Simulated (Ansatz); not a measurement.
**Ni3Ge: strain energy, fitted**

Ni3Ge, Pm-3m, a = 3.525 Å. The structure is a Materials Project entry; whether it is the stable form wasn't checked. Ansatz: PBEsol, PAW, 420 eV, Γ-centred 14×14×14 mesh on 4 atoms, Gaussian smearing 0.10 eV; no spin polarisation. Series: uniaxial strain along a, with b, c and atoms relaxed; x is the strain in per cent. y is the free energy over the unstrained cell, V0 = 10.949 Å³/atom.

```tsv
x (%)	y (meV/atom)
-4.5	?
-3.0	6.04
-1.5	1.52
0.0	0.00
1.5	1.52
3.0	6.11
4.5	13.77
```

Question: Fit y = c2 x² + c3 x³ to the other rows, turn c2 into a modulus, and predict the missing energy.

Answer: Least squares on the rows shown. y = 0.6748 x² + 0.001169 x³. In eV per unit strain² c2 is 6.748; this is Young's modulus along the axis (E = ½ Y V0 ε²): 2 × 6.748 × 160.2 / (10.949) = 197 GPa. At x = -4.5 the fit asked for gives 13.56 meV/atom. The run gave 13.48 meV/atom, so the fit is 0.08 meV/atom too high, a small miss on the scale of the series.